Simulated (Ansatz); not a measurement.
Runs of Ansatz 0.2.0 on Eu. Symmetry: Im-3m, No. 229, cubic system. Conventional cell: a = 4.606 Å, b = 4.606 Å, c = 4.606 Å, α = 90.00°, β = 90.00°, γ = 90.00°. Around Eu (site symmetry m-3m) lie 8 Eu at 3.99 Å. 

| task | level | fixed moment (μB) | cell | k mesh | cutoff (eV) | target pressure (GPa) | gap on the mesh (eV) | pressure (GPa) | moment (μB) |
| --- | --- | --- | --- | --- | --- | --- | --- | --- | --- |
| relaxation of cell and atoms | r2SCAN | - | relaxed | 8 × 8 × 8 | 500 | 0 | none | 0.0 | (c) |
| single point | PBE | 7.0 | as given | 7 × 7 × 7 | 420 | - | - | (a) | 7.00 |
| relaxation of cell and atoms | r2SCAN | - | relaxed to 10 GPa | 8 × 8 × 8 | 500 | 10 | none | 10.0 | 7.91 |
| relaxation of cell and atoms | r2SCAN | - | relaxed to 30 GPa | 8 × 8 × 8 | 500 | 30 | none | 30.0 | 7.56 |
| single point | PBE | 1.8 | as given | 7 × 7 × 7 | 420 | - | - | (b) | 1.80 |
| single point | PBE | 3.5 | as given | 7 × 7 × 7 | 420 | - | - | -3.4 | 3.50 |
| single point | PBE | 14.0 | as given | 7 × 7 × 7 | 420 | - | - | -4.5 | 14.00 |
| single point | PBE | 5.2 | as given | 7 × 7 × 7 | 420 | - | - | -0.7 | 5.20 |

Alike in all rows: potentials or basis Ansatz PAW; spin collinear, ferromagnetic start; smearing fermi-dirac 0.05 eV.

**Question.** Fill in the values left out.

**Answer.** (a) -1.7; (b) -3.7; (c) 7.82.

Caveats: spin-orbit coupling is left out, which moves the levels of the heavy elements; the total moment is fixed, so each spin has its own Fermi level (some runs); the thresholds are loose for stress (some runs); the magnetic or orbital state may not be the lowest (some runs); the plane-wave basis is chosen anew once the cell has moved, so the energies of steps on either side of that aren't comparable (some runs); the PAW data sets come from PBE, with cores solved anew for the run's functional, which leaves a small shift of forces and pressure (some runs).

A k mesh can miss the band edges, and the runs leave out spin-orbit coupling on Eu.

A gap of «none» marks a metal or a gap under the smearing width.
